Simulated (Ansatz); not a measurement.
# TiC: the cost of one run

Program: Ansatz 0.2.0. Level of theory: DFT PBEsol, scalar-relativistic, plane waves, PAW. These are calculated values, not measurements.

### 1 The system as given

Symmetry: Fm-3m, No. 225, cubic system. Conventional cell: a = 4.328 Å, b = 4.328 Å, c = 4.328 Å, α = 90.00°, β = 90.00°, γ = 90.00°. Around Ti (site symmetry m-3m) lie 6 C at 2.16 Å. C (site symmetry m-3m) has 6 Ti at 2.16 Å in its first shell of neighbours.

Structure file:

```cif
data_structure
_symmetry_space_group_name_H-M 'P 1'
_symmetry_Int_Tables_number 1
_cell_length_a 3.0604
_cell_length_b 3.0604
_cell_length_c 3.0604
_cell_angle_alpha 60.000
_cell_angle_beta 60.000
_cell_angle_gamma 60.000
_cell_volume 20.27
loop_
_atom_site_label
_atom_site_type_symbol
_atom_site_fract_x
_atom_site_fract_y
_atom_site_fract_z
_atom_site_occupancy
Ti1 Ti 0.00000 0.00000 0.00000 1
C1 C 0.50000 0.50000 0.50000 1
```

The cell is taken as given, not relaxed at this level.

### 2 Zero of energy

Reference values: F = -2722.4115 eV; pressure -6.15 GPa; largest force 0.000 eV/Å; gap on the mesh none (metal). It was computed beforehand with the settings of the runs below.

### 3 Setting up one atom moved over a plane

Atom 1 (Ti) is moved by p along (0.707, 0.707, 0.000) and q along (0.000, 0.000, 1.000) (Å), all else fixed; its images in the other cells move with it. Points alike by symmetry are run once.

### 4 At p = -0.200, q = -0.200

input.yaml reads:

```yaml
crystal:
  lattice:
    - [0.0, 2.164, 2.164]
    - [2.164, 0.0, 2.164]
    - [2.164, 2.164, 0.0]
  atoms:
    - { symbol: Ti, position: [-0.0462107209, -0.0462107209, -0.0191411073] }
    - { symbol: C, position: [0.5, 0.5, 0.5] }
basis:
  ecutwfc: 420
kpoints:
  mp_grid: { grid: [18, 18, 18] }
hamiltonian:
  xc: pbesol
scf:
  occupations: { method: gaussian, width: 0.15 }
output:
  forces: true
  stress: true
  eigenvalues: true
```

The run is started by

```console
$ ansatz run input.yaml --threads 1 --pin off --max-ram 2560MiB --backend cpu --events-out ev --progress --plain --runs-dir out
```

**Question.** How long does this run take on 1 thread of Intel Xeon at 2.50GHz (Skylake/Cascade Lake), shared host, and how much memory does it need?

About 90 s, with a peak of 0.81 GiB.
